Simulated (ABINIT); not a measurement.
Wanted: the native input for an ABINIT 10.8.3 (patched build) run.

```
Task                : equation of state
Functional          : LDA
Potentials or basis : JTH PAW LDA v2.0
Cutoff              : 408 eV
k mesh              : 8 × 8 × 8
Occupations         : fermi-dirac, width 0.05 eV
Spin                : no spin polarisation
Fine-grid cutoff    : 816.342 eV
```

The system is GaP.

```
Ga P
1.0
     0.00000    2.72525    2.72525
     2.72525    0.00000    2.72525
     2.72525    2.72525    0.00000
Ga P
1 1
Cartesian
  0.0000 0.0000 0.0000
  4.0879 4.0879 4.0879
```

The input as run:

run.abi

```
# Datasets: one volume each
ndtset 7
getwfk -1
scalecart1 3*0.9795861087
scalecart2 3*0.9864848297
scalecart3 3*0.9932883884
scalecart4 3*1.0000000000
scalecart5 3*1.0066227096
scalecart6 3*1.0131594038
scalecart7 3*1.0196128224

# Pseudopotentials
pp_dirpath "./"
pseudos "Ga.LDA_PW-JTH.xml, P.LDA_PW-JTH.xml"

# Structure
acell 3.8540855109 3.8540855109 3.8540855109 Angstrom
rprim
     0.0000000000     0.7071067812     0.7071067812
     0.7071067812     0.0000000000     0.7071067812
     0.7071067812     0.7071067812     0.0000000000
ntypat 2
znucl 31 15
natom 2
typat 1 2
xred
     0.0000000000     0.0000000000     0.0000000000
     0.7500000000     0.7500000000     0.7500000000

# Plane-wave basis
ecut 15.0
pawecutdg 30.0

# k points
kptopt 1
ngkpt 8 8 8
nshiftk 1
shiftk 0.0 0.0 0.0

# Exchange and correlation
ixc 7

# Bands and occupations
nband 13
occopt 3
tsmear 0.05 eV

# SCF cycle
nstep 100
tolvrs 1.0e-9

# Output
iomode 3
prtwf 1
prtden 0
prteig 0
prtebands 0
enunit 1
```

Potentials or basis: JTH PAW LDA v2.0.

The run is started by

```bash
$ abinit run.abi > log 2>&1
```

Results of the run:

```json
{
 "Equilibrium volume": "19.60 Å³/atom",
 "Bulk modulus": "90 GPa",
 "Pressure derivative of the bulk modulus": "4.4"
}
```

Caveat: the cutoff is too short for stress, so the log's stress isn't used; pressures at fixed basis lie under the slope of the energies.

Run time: 52 s on 1 thread of Arm Neoverse V1, on a shared host, peak memory 0.11 GiB.
